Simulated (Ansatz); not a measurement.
Input and output of a single-point calculation on BaO built on the rocksalt prototype (Ansatz 0.2.0, HSE06). The cell was relaxed with r2SCAN and then strained (uniaxial -0.5 % along z, other directions held), with the atoms relaxed again with r2SCAN; k points keep the names of the unstrained zone.

Input (YAML):
```yaml
crystal:
  lattice:
    - [0.0, 2.7719426831, 2.7580829697]
    - [2.7719426831, 0.0, 2.7580829697]
    - [2.7719426831, 2.7719426831, 0.0]
  atoms:
    - { symbol: Ba, position: [0.0, 0.0, 0.0] }
    - { symbol: O, position: [0.5, 0.5, 0.5] }
kpoints:
  mp_grid: { grid: [6, 6, 6] }
  band_path:
    path:
      - [0.0, 0.0, 0.0]
      - [0.5, 0.0, 0.5]
      - [0.625, 0.25, 0.625]
      - [0.375, 0.375, 0.75]
      - [0.5, 0.5, 0.5]
      - [0.5, 0.25, 0.75]
    npoints: 1
hamiltonian:
  xc: hse06
scf:
  occupations: { method: fixed }
  n_extra_bands: 4
output:
  forces: true
  stress: true
  eigenvalues: true
```

**Question.** What does the program print?

**Answer.** What the program printed (shortened):
```
Functional definition: HSE06
Crystal: 2 atoms, lattice volume = 42.384 Å³
Basis set: ecut = 420 eV, 869 PW (Γ)
Bands: 12, of which v1, the nominal top of the filled ones, is band 8 counted from 1 (7 counted from 0)
Symmetry: 16 space group operations
Space group: I4/mmm (ITA 139)
k-points: 30 of 216
[warm-up without exact exchange]
SCF iter   1: HF=-6519.540950 eV  Δρ=9.84e-4  dr2=4.06e-4
SCF iter   2: HF=-6519.541882 eV  Δρ=1.11e-3  dr2=4.35e-4
SCF iter   3: HF=-6519.541844 eV  Δρ=2.71e-4  dr2=2.10e-5
SCF 1 stopped early in 3 iterations: F = -6519.541891 eV  dr2 = 2.10e-5
[exact exchange on]
Exchange kernel: α = 0.2500, screened, ω = 0.2079 Å⁻¹, Wigner–Seitz truncation, v(0) = 1046.5241 eV·Å³, q-mesh 6×6×6
SCF iter   1: HF=-6524.122364 eV  Δρ=8.15e-3  dr2=5.41e-2
preconditioner: auto → none  [insulator: Δε(μ)=3.445 eV  ℏωp=21.3 eV]
SCF iter   2: HF=-6524.114645 eV  Δρ=1.01e-2  dr2=3.34e-2
SCF iter   3: HF=-6524.107608 eV  Δρ=2.07e-3  dr2=2.16e-3
SCF iter   4: HF=-6524.112810 eV  Δρ=9.74e-4  dr2=7.35e-4
SCF iter   5: HF=-6524.112626 eV  Δρ=1.24e-4  dr2=1.12e-5
SCF iter   6: HF=-6524.112670 eV  Δρ=7.30e-5  dr2=1.54e-6
SCF 2 stopped early in 6 iterations: F = -6524.112669 eV  dr2 = 1.54e-6
hybrid outer 1: dexx = +6.181e-3 eV, tail = 1.31e-5 eV
SCF iter   1: HF=-6524.112613 eV  Δρ=8.11e-5  dr2=2.53e-6
SCF iter   2: HF=-6524.112613 eV  Δρ=1.20e-5  dr2=3.33e-8
SCF iter   3: HF=-6524.112613 eV  Δρ=5.24e-6  dr2=4.63e-9
SCF 3 converged in 3 iterations: F = -6524.112613 eV  dr2 = 4.63e-9
hybrid outer 2: dexx = +1.546e-7 eV, tail = 1.39e-8 eV, Δε = 1.62e-3 eV
NSCF: frozen V_eff on 6 k-points
hybrid SCF converged: 2 outer / 9 inner (+3 warm-up)
Free energy (F): -6524.112613 eV
Fermi energy:    7.691922 eV
--- Stress (GPa, compression-positive) ---
       -0.254645       0.000000       0.000000
        0.000000      -0.254645       0.000000
        0.000000       0.000000       0.123541
  P = ⅓ Tr σ = -0.1286 GPa (-1.286 kbar)
--- Band table (eV; the first three rows and the last of 30) ---
  k-point 0: bands = […, -3.0603, -3.0592, -3.0592, 7.1633, 7.1633, 7.1828, 12.6146, 13.8262, 13.8262, 13.8635]
  k-point 1: bands = […, -3.1379, -3.0899, -3.0864, 6.6767, 6.8531, 6.8609, 13.4393, 13.8233, 14.3232, 14.3426]
  k-point 2: bands = […, -3.2834, -3.1494, -3.1376, 5.9156, 6.3110, 6.3126, 13.6608, 15.5740, 15.5842, 15.9368]
  k-point 29: bands = […, -4.6732, -3.7071, -3.7071, 7.4239, 7.4239, 7.6919, 10.9671, 15.2023, 17.9775, 18.2504]
```
The trailing digits, and the zero of the energies, depend on the potentials and thresholds.

The rows of the band table are 0: (0, 0, 0) = Γ, 1: (0, 0, 1/6), 2: (0, 0, 1/3), 29: (-1/2, -1/2, 0) = X.

Levels at the listed points, from bands.tsv (eV from the Fermi energy, bands near the gap, counted from 0):
```tsv
# k_distance	band_3	band_4	band_5	band_6	band_7	band_8	band_9	band_10	band_11
# fermi_ev = 7.691922
# [0, 0, 0] at k_distance = 0.000000
# [0.5, 0, 0.5] at k_distance = 1.133354
# [0.625, 0.25, 0.625] at k_distance = 1.535063
# [0.375, 0.375, 0.75] at k_distance = 2.229681
# [0.5, 0.5, 0.5] at k_distance = 2.926043
# [0.5, 0.25, 0.75] at k_distance = 3.729461
# levels_relative_to = fermi_ev
0.000	-10.751	-10.751	-0.529	-0.529	-0.509	4.923	6.134	6.134	6.172
1.133	-11.395	-11.378	-0.279	-0.249	-0.028	3.292	7.507	10.300	10.566
1.535	-11.267	-11.204	-1.026	-0.859	-0.188	4.734	7.924	8.574	9.968
2.230	-11.282	-11.218	-1.021	-0.854	-0.157	4.709	7.912	8.583	9.945
2.926	-10.870	-10.854	-2.097	-1.626	-1.620	6.379	8.784	8.797	9.029
3.729	-11.908	-10.845	-1.490	-0.252	-0.225	5.913	5.925	8.430	11.354
```
In order the rows are Γ, X, U, K, L, W.

HSE06 gives a direct gap of 3.28 eV at X (-1/2, -1/2, 0). Edges are sought over the mesh and the listed points. The mean stress, -0.1 GPa, is small, and the program warns that its thresholds are loose for a hybrid's stress.

(Simulation; spin polarisation is off.)

The runs are scalar-relativistic, without spin-orbit coupling.

The meshes of the hybrids are coarse, so their gaps aren't converged to the digits shown.
